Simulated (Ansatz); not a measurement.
HfN, 2 atoms in the cell. The structure is cubic, space group F-43m (No. 216). The conventional cell has a = 4.910 Å, b = 4.910 Å, c = 4.910 Å, α = 90.00°, β = 90.00°, γ = 90.00°. Hf (site symmetry -43m) is surrounded by 4 N at 2.13 Å. N (site symmetry -43m) has 4 Hf at 2.13 Å as nearest neighbours. The cell comes from a database or a generator and needn't be the stable form of this composition.

| Item | Value |
| --- | --- |
| Program | Ansatz 0.2.0 |
| Task | single point |
| Functional | HSE06 |
| Potentials or basis | all-electron PAW datasets made for the crystal |
| Cutoff | 490 eV (chosen from the basis error) |
| k mesh | 6 × 6 × 6 |
| Occupations | fermi-dirac, width 0.05 eV |
| Spin | no spin polarisation |

Potentials or basis: all-electron PAW datasets made for the crystal.

The run is started by

```sh
$ ansatz run input.yaml --threads 2 --pin off --max-ram 8192MiB --backend cpu --events-out ev --progress --plain --runs-dir out
```

Hardware: 2 threads of Arm Neoverse V1, with other jobs on the host.

Problem. How long does it take, and how much memory?

Solution. Wall time 6.3 min on 2 threads of Arm Neoverse V1, on a shared host, peak memory 1.4 GiB. Counts: scf iterations 13, plane waves 725, k points 16, bands 22.
